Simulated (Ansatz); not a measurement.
# Cu in Ansatz: the effect of functional

The system is Cu.

```xyz
2
Lattice="1.1936 -3.8952 0.0000 1.1936 3.8952 0.0000 0.0000 0.0000 2.4250" Properties=species:S:1:pos:R:3 pbc="T T T"
Cu    1.1936   -2.8523    1.8187
Cu    1.1936    2.8523    0.6062
```

This isn't the form of Cu at room conditions, which is fcc.

The cell isn't the ideal one: volume scaled by 0.94.

Alike in all runs:

- Program: Ansatz 0.2.0
- Task: single point
- Potentials or basis: Ansatz PAW
- k mesh: 11 × 11 × 11
- Occupations: fermi-dirac, width 0.05 eV
- Spin: no spin polarisation

```csv
functional,cutoff,pressure (GPa),largest force (eV/Å)
LDA,420 eV (not typed: the program's choice for these potentials),2.2,0.04
PBEsol,420 eV (not typed: the program's choice for these potentials),?,?
r2SCAN,500 eV (not typed: the program's choice for these potentials),10.9,0.10
```

Q: What does the run with functional PBEsol give?

A: Pressure 9.0 GPa; largest force 0.08 eV/Å.

Caveats: the PAW data sets come from PBE, with cores solved anew for the run's functional, which leaves a small shift of forces and pressure.
